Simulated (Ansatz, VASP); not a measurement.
# Two plane-wave programs on LiCl

The input POSCAR:

```
LiCl
1.0
    0.0000000000      2.5040204349      2.5040204349
    2.5040204349      0.0000000000      2.5040204349
    2.5040204349      2.5040204349      0.0000000000
Li Cl
1 1
Direct
    0.0000000000      0.0000000000      0.0000000000
    0.5000000000      0.5000000000      0.5000000000
```

File INCAR.step1:

```
SYSTEM = LiCl
PREC = Accurate
ENCUT = 520
ISMEAR = 0
SIGMA = 0.02
LREAL = .False.
LASPH = .True.
NELM = 60
NBANDS = 12
GGA = PE
ALGO = Normal
EDIFF = 1E-4
LWAVE = .True.
LCHARG = .False.
```

File INCAR.step2:

```
SYSTEM = LiCl
PREC = Accurate
ENCUT = 520
EDIFF = 1E-7
ISMEAR = 0
SIGMA = 0.02
LREAL = .False.
LASPH = .True.
NELM = 60
ALGO = Normal
ISIF = 2
LWAVE = .False.
LCHARG = .False.
METAGGA = R2SCAN
LMIXTAU = .True.
NBANDS = 12
ISTART = 1
```

The input KPOINTS:

```
regular mesh
0
Gamma
  8 8 8
  0 0 0
```

Input for Ansatz:

```yaml
crystal:
  lattice:
    - [0.0, 2.5040204349, 2.5040204349]
    - [2.5040204349, 0.0, 2.5040204349]
    - [2.5040204349, 2.5040204349, 0.0]
  atoms:
    - { symbol: Li, position: [0.0, 0.0, 0.0] }
    - { symbol: Cl, position: [0.5, 0.5, 0.5] }
basis:
  ecutwfc: 500
kpoints:
  mp_grid: { grid: [8, 8, 8] }
hamiltonian:
  xc: r2scan
scf:
  occupations: { method: gaussian, width: 0.02 }
output:
  forces: true
  stress: true
  eigenvalues: true
```

Alike in both runs: task single point; functional r2SCAN; k mesh 8 × 8 × 8; occupations gaussian, width 0.02 eV; no spin polarisation.

|  | VASP | Ansatz |
| --- | --- | --- |
| version | VASP 6.6.1 | Ansatz 0.2.0 |
| potentials or method | VASP PAW PBE potentials, release 64 (Li_sv, Cl) | scalar-relativistic, plane waves, PAW |
| plane-wave cutoff (eV) | 520 | 500 |
| valence electrons in the cell | 10 | 10 |

```csv
,VASP,Ansatz,Ansatz less VASP
gap on the k mesh at the Fermi level (eV),7.62,7.60,-0.015
least direct gap on the mesh (eV),7.79,7.70,-0.094
```

The functional is the same, so the differences come from potentials, cutoffs and numerics.

Caveats: the PAW data sets were made with another functional, which shifts forces and pressure a little (VASP). r2SCAN opens gaps a little over a GGA but as a rule still falls short of measured ones. A k mesh can miss the band edges.
